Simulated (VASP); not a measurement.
TiSe2:

```
Ti Se
1.0
     3.53600    0.00000    0.00000
    -1.76800    3.06227    0.00000
     0.00000    0.00000    6.00400
Ti Se
1 2
Direct
  0.00000 0.00000 0.00000
  0.33333 0.66667 0.25520
  0.66667 0.33333 0.74480
```

* Program: VASP 6.6.1
* Task: relaxation of cell and atoms
* Functional: PBE
* Dispersion: D3(BJ)
* Potentials or basis: VASP PAW PBE potentials, release 64 (Ti_sv, Se)
* Cutoff: 520 eV
* k mesh: 12 × 12 × 6
* Occupations: gaussian, width 0.02 eV
* Spin: no spin polarisation

At the start: pressure -1.6 GPa; volume 21.67 Å³/atom.

Problem. How do energy, volume and symmetry change on relaxing?

Solution. Over 5 steps the energy falls by 5.6 meV/atom and the volume is 20.85 Å³/atom (-3.8 %); space group P-3m1 (No. 164, to 0.05 Å).

The path:
```
step  energy change (eV)  largest force (eV/Å)  pressure (GPa)  volume (Å³)
   1              0.0000                0.0892           -1.60        65.01
   2             -0.0081                0.3357            0.83        63.00
   3             -0.0089                0.2779            0.27        63.44
   4             -0.0148                0.1561            0.03        63.04
   5             -0.0168                0.0088           -0.24        62.55
```

Final structure:
```yaml
crystal:
  lattice:
    - [3.47150, 0.00000, 0.00000]
    - [-1.73575, 3.00641, 0.00000]
    - [0.00000, 0.00000, 5.99290]
  atoms:
    - { symbol: Ti, position: [0.00000, 0.00000, 0.00000] }
    - { symbol: Se, position: [0.33333, 0.66667, 0.26110] }
    - { symbol: Se, position: [0.66667, 0.33333, 0.73890] }
```
